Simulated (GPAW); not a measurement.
Write an ASE script for GPAW 26.7.0 that does the following.

| Item | Value |
| --- | --- |
| Task | optical spectrum |
| Functional | PBEsol |
| Potentials or basis | PAW data sets generated in the run's folder for this functional |
| Cutoff | 400 eV |
| Basis | pw |
| k mesh | 10 × 10 × 10 |
| Occupations | fermi-dirac, width 0.05 eV |
| Spin | no spin polarisation |
| Eta | 0.1 eV |
| Response ecut | 50 eV |
| Scissors | 0 eV |
| Kernel | RPA |
| Maxiter | 150 |
| Response k mesh | 30 × 30 × 30 |
| Domega0 | 0.05 eV |
| Omega2 | 10 eV |
| Response bands | 18 |
| Directions | ["x"] |
| Intraband | yes |

The structure of Rh lies in Rh.xyz:

```xyz
1
Lattice="0.0000000000 1.8978500000 1.8978500000 1.8978500000 0.0000000000 1.8978500000 1.8978500000 1.8978500000 0.0000000000" Properties=species:S:1:pos:R:3 pbc="T T T"
Rh     0.0000000000      0.0000000000      0.0000000000
```

These files were run (other wordings do the same):

run.py

```python
from ase.dft.bandgap import bandgap
from ase.io import read, write
from gpaw import GPAW, PW, setup_paths
from gpaw.response.df import DielectricFunction

setup_paths.insert(0, '.')

atoms = read('Rh.xyz')

calc = GPAW(mode=PW(400),
            xc='PBEsol',
            kpts={'size': (10, 10, 10), 'gamma': True},
            occupations={'name': 'fermi-dirac', 'width': 0.05},
            nbands=16,
            convergence={'density': 1e-06},
            maxiter=150,
            txt='gpaw.txt')
atoms.calc = calc
energy = atoms.get_potential_energy()
calc.write('gs.gpw')
write('result.traj', atoms)
print(f'Energy: {energy:.6f} eV')
print('Fermi level:', round(calc.get_fermi_level(), 4), 'eV')
print(f'Gap: {bandgap(calc)[0]:.4f} eV, direct: {bandgap(calc, direct=True)[0]:.4f} eV')

dense = calc.fixed_density(kpts={'size': (30, 30, 30), 'gamma': True},
                           nbands=24, convergence={'bands': 18, 'eigenstates': 1e-7},
                           update_fermi_level=True, txt='dense.txt')
dense.write('dense.gpw', mode='all')

df = DielectricFunction('dense.gpw', frequencies={'type': 'nonlinear', 'domega0': 0.05, 'omega2': 10},
                        eta=0.1, ecut=50, nbands=18, rate='eta', txt='df.txt')
for direction in ['x']:
    df.get_dielectric_function(xc='RPA', direction=direction, filename=f'df_{direction}.csv')
```

Potentials or basis: PAW data sets generated in the run's folder for this functional, pw.

Run with:

```bash
$ gpaw-setup -f PBEsol Rh
$ OMP_NUM_THREADS=1 python run.py
```

Results of the run:

| Quantity | Value |
| --- | --- |
| Band gap on the k mesh | none (metal or under the smearing width) |

Caveat: the intraband term hangs on this k mesh; the long-wavelength limit can be off by several per cent where d states take part; independent-particle spectra lack excitons.

It took 2.1 min on 1 thread of Arm Neoverse V1, on a shared host, peak memory 0.36 GiB.
